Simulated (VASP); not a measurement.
A run of VASP 6.6.1 is set up as follows.

File INCAR:

```
PREC = Accurate ; ENCUT = 600
EDIFF = 1E-7 ; ISMEAR = 0
SIGMA = 0.1 ; LREAL = False
LASPH = True ; NELM = 60
ALGO = Fast ; ISIF = 3
LWAVE = False ; LCHARG = False
GGA = PS ; IBRION = 2
NSW = 90 ; EDIFFG = -0.005
```

Contents of KPOINTS:

```
Automatic mesh
0
Gamma
  6 6 6
```

File POSCAR:

```
Pd
1.0
   -1.5431889800      1.5431889800      1.5431889800
    1.5431889800     -1.5431889800      1.5431889800
    1.5431889800      1.5431889800     -1.5431889800
Pd
1
Direct
    0.0000000000      0.0000000000      0.0000000000
```

Potentials or basis: VASP PAW PBE potentials, release 64 (Pd).

Launch:

```sh
$ cat potpaw_PBE.64/Pd/POTCAR > POTCAR
$ mpirun -np 1 vasp_std > vasp.out
```

Problem. Estimate the relaxed volume.

Solution. 14.59 Å³/atom.

Problem. Predict the band gap on the k mesh.

Solution. None (metal or under the smearing width).

Problem. What does it give for the space group after relaxing (to 0.05 Å)?

Solution. Im-3m (No. 229).

The path:
| step | energy change (eV) | largest force (eV/Å) | pressure (GPa) | volume (Å³) |
| --- | --- | --- | --- | --- |
| 1 | 0.0000 | 0.0000 | -1.47 | 14.70 |
| 2 | 0.0009 | 0.0000 | 2.60 | 14.41 |
| 3 | -0.0005 | 0.0000 | 0.01 | 14.59 |

Caveat: the k mesh is coarse (spacing up to 0.48 Å⁻¹), so the values aren't converged; the PAW data sets were made with another functional, which shifts forces and pressure a little.
